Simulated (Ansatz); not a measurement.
CaO:

```xyz
2
Lattice="0.0000 2.4036 2.4036 2.4036 0.0000 2.4036 2.4036 2.4036 0.0000" Properties=species:S:1:pos:R:3 pbc="T T T"
Ca    0.0000    0.0000    0.0000
O     2.4036    2.4036    2.4036
```

The cell is a database's computed one.

Base run:

```yaml
Program: Ansatz 0.2.0
Functional: PBE
Potentials_or_basis: all-electron PAW datasets made for the crystal
Cutoff: 340 eV
Density_cutoff: 1360 eV
k_mesh: 10 × 10 × 10
Occupations: fixed
Spin: no spin polarisation
```

Its results: band gap on the k mesh 3.65 eV, indirect (least direct gap 4.03 eV); electronic dielectric tensor (diagonal) 3.79.

The run is repeated on the same cell with these changes: functional from PBE to PBEsol. What comes out?

Band gap on the k mesh 3.55 eV, indirect (least direct gap 3.93 eV); electronic dielectric tensor (diagonal) 3.85.

Caveats: the program warned that the printed levels may be off, so bands, gaps and densities of states are rough.

A k mesh can miss the band edges.

Not every run made on this cell is shown here.
